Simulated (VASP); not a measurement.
# BN (P1) in VASP: band structure with HSE06

Aim: the band structure of BN with HSE06.

Program: VASP 6.6.1. These are calculated values, not measurements. Logs are shortened: lines on timing, memory, paths and dates and some standing lists are left out, and cuts for length are marked.

## 1. The crystal as given

The typed cell holds 2 atoms: a = 2.508 Å, b = 2.508 Å, c = 3.274 Å, α = 101.11°, β = 101.11°, γ = 119.81°.

The cell comes from a database or a generator and needn't be the stable form of this composition.

## 2. Band structure, HSE06

File POSCAR:

```
BN
1.0
    2.5080409239      0.0000000000      0.0000000000
   -1.2467107647      2.1762310413      0.0000000000
   -0.6306650796     -1.0881155206      3.0225400000
N B
1 1
Direct
    0.6685060000      0.3323850000      0.9849990000
    0.9796430000      0.9834990000      0.0018060000
```

File INCAR.step1:

```
SYSTEM = BN
ALGO = Normal ; EDIFF = 1E-5
ENCUT = 520 ; GGA = PE
ISIF = 2 ; ISMEAR = 0
LASPH = .True. ; LCHARG = .False.
LREAL = .False. ; LWAVE = .True.
NELM = 100 ; PREC = Accurate
SIGMA = 0.02
```

File INCAR.step2:

```
SYSTEM = BN
ALGO = Normal ; EDIFF = 1E-7
ENCUT = 520 ; GGA = PE
HFSCREEN = 0.2 ; ISIF = 2
ISMEAR = 0 ; ISTART = 1
LASPH = .True. ; LCHARG = .False.
LHFCALC = .True. ; LREAL = .False.
LWAVE = .False. ; NELM = 100
PREC = Accurate ; PRECFOCK = Fast
SIGMA = 0.02
```

File KPOINTS:

```
k-points
0
Gamma
  8 8 6
  0 0 0
```

File KPOINTS_OPT:

```
path GYTZGXA1Y,TX1,XAZ,LG
8
line-mode
reciprocal
 0.0000000000  0.0000000000  0.0000000000  G
 0.5000000000 -0.5000000000  0.0000000000  Y

 0.5000000000 -0.5000000000  0.0000000000  Y
 0.5000000000 -0.5000000000 -0.5000000000  T

 0.5000000000 -0.5000000000 -0.5000000000  T
 0.0000000000  0.0000000000 -0.5000000000  Z

 0.0000000000  0.0000000000 -0.5000000000  Z
 0.0000000000  0.0000000000  0.0000000000  G

 0.0000000000  0.0000000000  0.0000000000  G
 0.3772664522  0.3772664522 -0.3772664522  X

 0.3772664522  0.3772664522 -0.3772664522  X
 0.7093019284 -0.2906980716 -0.2093019284  A1

 0.7093019284 -0.2906980716 -0.2093019284  A1
 0.5000000000 -0.5000000000  0.0000000000  Y

 0.5000000000 -0.5000000000 -0.5000000000  T
 0.6227335478 -0.3772664522 -0.6227335478  X1

 0.3772664522  0.3772664522 -0.3772664522  X
 0.2906980716  0.2906980716 -0.7906980716  A

 0.2906980716  0.2906980716 -0.7906980716  A
 0.0000000000  0.0000000000 -0.5000000000  Z

 0.5000000000  0.0000000000 -0.5000000000  L
 0.0000000000  0.0000000000  0.0000000000  G
```

Potentials or basis: VASP PAW PBE potentials, release 64 (N, B).

On the command line:

```
$ cat potpaw_PBE.64/N/POTCAR potpaw_PBE.64/B/POTCAR > POTCAR
$ cp INCAR.step1 INCAR
$ mpirun -np 1 vasp_std > vasp.out
$ cp INCAR.step2 INCAR
$ mpirun -np 1 vasp_std > vasp.out
```

OUTCAR:

```text
SYSTEM = BN
   EDIFF = 1E-7
   ENCUT = 520
   GGA = PE
   HFSCREEN = 0.2
   ISIF = 2
   ISMEAR = 0
   ISTART = 1
   LASPH = .True.
   LHFCALC = .True.
   LREAL = .False.
   NELM = 100
   PREC = Accurate
   PRECFOCK = Fast

 ion  position               nearest neighbor table
   1  0.669  0.332  0.985-   2 1.40   2 1.43   2 1.52
   2  0.980  0.983  0.002-   1 1.40   1 1.43   1 1.52

  LATTYP: Found a face centered orthorhombic cell.
 ALAT       =     2.5153400000
 B/A-ratio  =     1.7253460765
 C/A-ratio  =     2.4032854405

  Lattice vectors:

 A1 = (  -1.8773758443,   1.0881155207,   3.0225400000)
 A2 = (   0.6306650796,   1.0881155207,   3.0225400000)
 A3 = (  -1.2467107647,   2.1762310413,   0.0000000000)

Analysis of symmetry for initial positions (statically):
=====================================================================
 Subroutine PRICEL returns:
 Original cell was already a primitive cell.

 Routine SETGRP: Setting up the symmetry group for a
 face centered orthorhombic supercell.

 Subroutine GETGRP returns: Found  1 space group operations
 (whereof  1 operations were pure point group operations)
 out of a pool of  8 trial point group operations.

The static configuration has the point symmetry C_1 .

Analysis of symmetry for dynamics (positions and initial velocities):
=====================================================================
 Subroutine PRICEL returns:
 Original cell was already a primitive cell.

 Routine SETGRP: Setting up the symmetry group for a
 face centered orthorhombic supercell.

 Subroutine GETGRP returns: Found  1 space group operations
 (whereof  1 operations were pure point group operations)
 out of a pool of  8 trial point group operations.

The dynamic configuration has the point symmetry C_1 .

 Subroutine INISYM returns: Found  1 space group operations
 (whereof  1 operations are pure point group operations),
 and found     1 'primitive' translations

----------------------------------------------------------------------------------------

                                     Primitive cell

  volume of cell :      16.4973

  direct lattice vectors                    reciprocal lattice vectors
     2.508040924  0.000000000  0.000000000     0.398717577  0.228415773  0.165423783
    -1.246710765  2.176231041  0.000000000     0.000000000  0.459510034  0.165423783
    -0.630665080 -1.088115521  3.022540000     0.000000000  0.000000000  0.330847565

  length of vectors
[... 113 lines left out ...]
   TEBEG  =    0.0;   TEEND  =   0.0 temperature during run
   PSTRESS=    0.0 pullay stress
   NELECT =       8.0000    total number of electrons
   NUPDOWN=      -1.0000    fix difference up-down
   EMIN   =  10.00;   EMAX   =-10.00  energy-range for DOS
   EFERMI =   0.00;   METHOD = LEGACY
   ISMEAR =     0;   SIGMA  =   0.02  broadening in eV -4-tet -1-fermi 0-gaus
   EFERMI_NEDOS =   21; number of points for ismear=-14 and -15
   IALGO  =     38    algorithm
   IMIX   =      1    mixing-type and parameters
     AMIX     =   0.40;   BMIX     =  1.00
     AMIX_MAG =   1.60;   BMIX_MAG =  1.00
  volume/ion in A,a.u.               =       8.25        55.66
  Fermi-wavevector in a.u.,A,eV,Ry     =   1.286178  2.430523 22.507475  1.654253
  Thomas-Fermi vector in A             =   2.418268
   LORBIT       =      0    0 simple, 1 ext, 2 COOP (PROOUT), +10 PAW based schemes
   GGA     = PE    functional components
   LHFCALC =     T    Hartree Fock is set to
   PRECFOCK=fast      Normal, Fast or Accurate (Low or Medium for compatibility)
   ENCUT4O =  -1.0   cutoff for four orbital integrals eV
   NKREDX  =     1    reduce k-point grid by
   NKREDY  =     1    reduce k-point grid by
   NKREDZ  =     1    reduce k-point grid by
   AEXX    =    0.2500 exact exchange contribution
   HFSCREEN=    0.2000 screening length (either q_TF or 0.3 A-1)
   HFSCREENC=   0.2000 screening length for correlation (either q_TF or 0.3 A-1)
   ENCUTFOCK=  -1.0 apply spherical cutoff to Coloumb kernel
   IVDW    =     0    specifies the selected vdW correction
   LEPSILON=     F    determine dielectric tensor
   LRPA    =     F    only Hartree local field effects (RPA)
 non-spin polarized calculation
 Gauss-broadening in eV      SIGMA  =   0.02
  energy-cutoff  :      520.00
  volume of cell :       16.50
 maximum number of plane-waves:       460
  NGX = 12; NGY = 12; NGZ = 16

 number of electron       8.0000000 magnetization

 Free energy of the ion-electron system (eV)
  ---------------------------------------------------
  ext. energy  EPLUGINS =         0.00000000
  ---------------------------------------------------
  free energy    TOTEN  =       -20.25050057 eV

  energy without entropy =      -20.25050057  energy(sigma->0) =      -20.25050057

 E-fermi :   2.8018     XC(G=0):  -8.7963

 val. band max:        2.6707224417   @ k =   0.3750   0.3750   0.1667
 cond. band min:       6.6439354478   @ k =   0.5000   0.5000   0.5000
 fundamental gap:      3.9732130061
 Fermi energy:         2.8018167601

 k-point     1 :       0.0000    0.0000    0.0000
  band No.  band energies     occupation
      1     -17.5021      2.00000
      2      -1.5529      2.00000
      3      -0.1905      2.00000
      4       1.5813      2.00000
      5       9.3297      0.00000
      6      14.5327      0.00000
      7      16.6701      0.00000
      8      17.7476      0.00000
[... 243 lines left out ...]
 k-point    24 :       0.2500    0.3750    0.0000
  band No.  band energies     occupation
      1     -13.4538      2.00000
      2      -6.9008      2.00000
      3      -4.8381      2.00000
      4       2.0729      2.00000
      5       8.2963      0.00000
      6      15.9129      0.00000
      7      18.7554      0.00000
      8      19.7488      0.00000

 [... further k-points ...]
[... 5 lines left out ...]
  --------------------------------------------------------------------------------------
  -------------------------------------------------------------------------------------
  Total       -1.0333039      0.1502113      0.7652808     -0.4924934      0.1237498      0.0591738
  in kB     -100.3522185     14.5881927     74.3224024    -47.8298810     12.0183148      5.7468326
  external PRESSURE =      -3.8138745 kB  Pullay stress =       0.0000000 kB

 VOLUME and BASIS-vectors are now :
 -----------------------------------------------------------------------------
  energy-cutoff  :      520.00
  volume of cell :       16.50
      direct lattice vectors                 reciprocal lattice vectors
     2.508040924  0.000000000  0.000000000     0.398717577  0.228415773  0.165423783
    -1.246710765  2.176231041  0.000000000     0.000000000  0.459510034  0.165423783
    -0.630665080 -1.088115521  3.022540000     0.000000000  0.000000000  0.330847565

 POSITION                                       TOTAL-FORCE (eV/Angst)
 -----------------------------------------------------------------------------------
      0.64105     -0.34845      2.97720        -1.710516     -2.133832      0.644369
      1.22971      2.13836      0.00546         1.710516      2.133832     -0.644369
 -----------------------------------------------------------------------------------
    total drift:                               -0.000113      0.000048     -0.000066

  FREE ENERGIE OF THE ION-ELECTRON SYSTEM (eV)
  ---------------------------------------------------
  free  energy   TOTEN  =       -20.2505005660 eV

  energy  without entropy=      -20.2505005660  energy(sigma->0) =      -20.25050057
```

OUTCAR.step1:

```text
SYSTEM = BN
   EDIFF = 1E-5
   ENCUT = 520
   GGA = PE
   ISIF = 2
   ISMEAR = 0
[... 511 lines left out ...]
      0.64105     -0.34845      2.97720        -1.655785     -2.079427      0.591190
      1.22971      2.13836      0.00546         1.655785      2.079427     -0.591190
 -----------------------------------------------------------------------------------
    total drift:                               -0.000259     -0.000064     -0.000290

  FREE ENERGIE OF THE ION-ELECTRON SYSTEM (eV)
  ---------------------------------------------------
  free  energy   TOTEN  =       -17.4070546137 eV

  energy  without entropy=      -17.4070546137  energy(sigma->0) =      -17.40705461
```

Wall time 68 min (1 thread of Intel Xeon Platinum 8259CL at 2.50GHz (Skylake/Cascade Lake), shared host); peak memory 0.32 GiB.

What came out:

```
Free energy             : -20.2505 eV
Pressure                : -0.4 GPa
Largest force           : 2.810 eV/Å
Band gap on the k mesh  : 3.97 eV, indirect (least direct gap 5.91 eV)
Band gap along the path : 3.94 eV, indirect (least direct gap 5.90 eV)
```

Forces on the atoms (eV/Å):
```
N   -1.711 -2.134  0.644
B    1.711  2.134 -0.644
```

Stress tensor (GPa, compression positive):
```
-10.04  -4.78   0.57
 -4.78   1.46   1.20
  0.57   1.20   7.43
```

Levels at the corners of the path, in eV from the valence-band top:
| point | band 1 | band 2 | band 3 | band 4 | band 5 | band 6 | band 7 | band 8 |
| --- | --- | --- | --- | --- | --- | --- | --- | --- |
| Γ | -20.20 | -4.26 | -2.89 | -1.12 | 6.63 | 11.83 | 13.97 | 15.05 |
| Y | -16.77 | -10.57 | -4.83 | -0.24 | 7.69 | 10.47 | 13.91 | 16.01 |
| Y | -16.77 | -10.57 | -4.83 | -0.24 | 7.69 | 10.47 | 13.91 | 16.01 |
| T | -16.42 | -10.01 | -4.99 | -2.48 | 3.94 | 10.57 | 17.22 | 21.87 |
| T | -16.42 | -10.01 | -4.99 | -2.48 | 3.94 | 10.57 | 17.22 | 21.87 |
| Z | -19.60 | -7.77 | -2.92 | -1.17 | 11.52 | 12.57 | 13.94 | 14.20 |
| Z | -19.60 | -7.77 | -2.92 | -1.17 | 11.52 | 12.57 | 13.94 | 14.20 |
| Γ | -20.20 | -4.26 | -2.89 | -1.12 | 6.63 | 11.83 | 13.97 | 15.04 |
| Γ | -20.20 | -4.26 | -2.89 | -1.12 | 6.63 | 11.83 | 13.97 | 15.05 |
| X | -16.00 | -9.32 | -7.61 | -1.52 | 4.57 | 14.19 | 14.52 | 19.77 |
| X | -16.00 | -9.32 | -7.61 | -1.52 | 4.57 | 14.19 | 14.52 | 19.77 |
| A1 | -16.14 | -9.18 | -8.03 | -1.40 | 6.76 | 14.19 | 16.29 | 16.44 |
| A1 | -16.14 | -9.18 | -8.03 | -1.40 | 6.76 | 14.19 | 16.29 | 16.44 |
| Y | -16.77 | -10.57 | -4.83 | -0.24 | 7.69 | 10.47 | 13.91 | 16.01 |
| T | -16.42 | -10.01 | -4.99 | -2.48 | 3.94 | 10.57 | 17.22 | 21.87 |
| X1 | -16.00 | -9.32 | -7.61 | -1.52 | 4.57 | 14.19 | 14.52 | 19.77 |
| X | -16.00 | -9.32 | -7.61 | -1.52 | 4.57 | 14.19 | 14.52 | 19.77 |
| A | -16.14 | -9.18 | -8.03 | -1.40 | 6.76 | 14.19 | 16.29 | 16.44 |
| A | -16.14 | -9.18 | -8.03 | -1.40 | 6.76 | 14.19 | 16.29 | 16.44 |
| Z | -19.60 | -7.77 | -2.92 | -1.17 | 11.52 | 12.57 | 13.94 | 14.20 |
| L | -16.52 | -10.10 | -5.48 | -1.72 | 5.82 | 10.98 | 15.52 | 19.10 |
| Γ | -20.20 | -4.26 | -2.89 | -1.12 | 6.63 | 11.83 | 13.97 | 15.05 |

Caveat: the PAW data sets were made with another functional, which shifts forces and pressure a little.
